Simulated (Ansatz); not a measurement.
**Be: response to strain**

Aim: deform Be (equal xy, yz and zx engineering shear strains of +2 %) and compute stress, forces and field gradients with LAPW, PAW and all-electron datasets made for the crystal.

Computed with Ansatz 0.2.0 (DFT PBE, scalar-relativistic, unless a step's input says otherwise).

## 1. Starting point

The structure is tetragonal, space group P4_2/mnm (No. 136). The conventional cell has a = 3.747 Å, b = 3.747 Å, c = 2.281 Å, α = 90.00°, β = 90.00°, γ = 90.00°. Be (site symmetry m2m) has 11 Be at 2.15 to 2.28 Å as nearest neighbours.

Structure file:

```cif
data_structure
_symmetry_space_group_name_H-M 'P4_2/mnm'
_symmetry_Int_Tables_number 136
_cell_length_a 3.7468
_cell_length_b 3.7468
_cell_length_c 2.2813
_cell_angle_alpha 90.000
_cell_angle_beta 90.000
_cell_angle_gamma 90.000
_cell_volume 32.03
loop_
_atom_site_label
_atom_site_type_symbol
_atom_site_symmetry_multiplicity
_atom_site_Wyckoff_symbol
_atom_site_fract_x
_atom_site_fract_y
_atom_site_fract_z
_atom_site_occupancy
Be1 Be 4 f 0.29741 0.29741 0.00000 1
```

The file gives the conventional cell by its symmetry; the runs use the cell typed in the input.

Atoms are numbered in the order of the input: Be1, Be2, Be3, Be4.

## 2. After the deformation

Space group P4_2/mnm before, C2/m after.

## 3. LAPW, all electrons

Contents of input.yaml:

```yaml
crystal:
  lattice:
    - [3.746814, 0.03746814, 0.03746814]
    - [0.03746814, 3.746814, 0.03746814]
    - [0.0228128, 0.0228128, 2.28128]
  atoms:
    - { symbol: Be, position: [0.297408, 0.297408, 0.0] }
    - { symbol: Be, position: [0.702592, 0.702592, 0.0] }
    - { symbol: Be, position: [0.202592, 0.797408, 0.5] }
    - { symbol: Be, position: [0.797408, 0.202592, 0.5] }
kpoints:
  mp_grid: { grid: [9, 9, 14] }
  band_path:
    path:
      - [0.0, 0.0, 0.0]
      - [0.4903402537, -0.4903402537, 0.0]
      - [-0.4903402537, -0.5096597463, 0.0]
      - [-0.5, -0.5, 0.0]
      - [0.0, 0.0, 0.0]
      - [-0.5, -0.5, -0.5]
      - [-0.4744749183, -0.5255250817, -0.5]
      - [0.4744749183, -0.4744749183, -0.5]
      - [0.0, 0.0, -0.5]
    npoints: 5
scf:
  occupations: { method: fermi_dirac, width: 0.05 }
hamiltonian:
  xc: pbe
  pseudopotentials: { kind: all_electron, lapw: { basis_error: 0.001 } }
output:
  forces: true
  stress: true
  eigenvalues: true
```

Command:

```sh
ansatz run input.yaml --threads 1 --pin off --max-ram 6144MiB --backend cpu --events-out ev --progress --plain --runs-dir out
```

## 4. PAW on the default files

Contents of input.yaml:

```yaml
crystal:
  lattice:
    - [3.746814, 0.03746814, 0.03746814]
    - [0.03746814, 3.746814, 0.03746814]
    - [0.0228128, 0.0228128, 2.28128]
  atoms:
    - { symbol: Be, position: [0.297408, 0.297408, 0.0] }
    - { symbol: Be, position: [0.702592, 0.702592, 0.0] }
    - { symbol: Be, position: [0.202592, 0.797408, 0.5] }
    - { symbol: Be, position: [0.797408, 0.202592, 0.5] }
kpoints:
  mp_grid: { grid: [9, 9, 14] }
scf:
  occupations: { method: fermi_dirac, width: 0.05 }
hamiltonian:
  xc: pbe
  pseudopotentials: { kind: paw }
output:
  forces: true
  stress: true
  eigenvalues: true
  efg: { contact_densities: true }
```

## 5. All-electron PAW on datasets made for the crystal

input.yaml, as its differences from that of step 4:

```diff
@@ -16,3 +16,3 @@
   xc: pbe
-  pseudopotentials: { kind: paw }
+  pseudopotentials: { kind: all_electron, datasets: crystal }
 output:
```

(Steps that only read results are left out.)

**Question.** What will these runs give? Wanted: pressure; largest shear or deviatoric stress.

The runs gave:

| quantity | value |
| --- | --- |
| pressure | LAPW 0.06, PAW 0.09, crystal datasets 0.06 GPa |
| largest shear or deviatoric stress (LAPW) | 3.42 GPa |

In words: The largest part of the stress beyond the pressure is 3.42 GPa in size; the atoms are carried along and not relaxed. No run of the undeformed cell stands beside it, so the pressure holds what the given cell had before the change. PAW: stress within 0.03 GPa of LAPW, forces within 1 meV/Å. Crystal datasets: stress within 0.01 GPa of LAPW, forces within 1 meV/Å.
